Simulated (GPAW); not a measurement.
**Moving the choice of potentials or basis in MoSi2**

Space group I4/mmm (No. 139). a = 3.200 Å, b = 3.200 Å, c = 7.861 Å, α = 90.00°, β = 90.00°, γ = 90.00°
| atom | site | symmetry | x | y | z |
| --- | --- | --- | --- | --- | --- |
| Mo | 2a | 4/mmm | 0.0000 | 0.0000 | 0.0000 |
| Si | 4e | 4mm | 0.5000 | 0.5000 | 0.1670 |

Kept alike: task band structure; functional PBE; k mesh 8 × 8 × 8; occupations fermi-dirac, width 0.05 eV; no spin polarisation. Program: GPAW. Cutoffs run from 600 to 1100 eV. The mesh is that of the run's cell of 3 atoms. No spin-orbit coupling.

```csv
choice of potentials or basis,pressure (GPa)
GPAW PAW data sets (gpaw-data 1.2.1),2.83
"GPAW PAW data sets (gpaw-data 1.2.1), other valence",4.67
PAW data sets generated for this functional,2.83
SG15 ONCV 1.2,2.52
```

Pressure is positive in compression; the values hold the error of the finite cutoff, so their zero can differ a little from the energy's minimum. For a metal such a mesh leaves the last digits unconverged. Runs of this series that gave no sound value for these columns are left out.

**Question.** What does the choice of potentials or basis change here?

**Answer.** The pressure runs from 2.52 (SG15 ONCV 1.2) to 4.67 GPa (GPAW PAW data sets (gpaw-data 1.2.1), other valence).
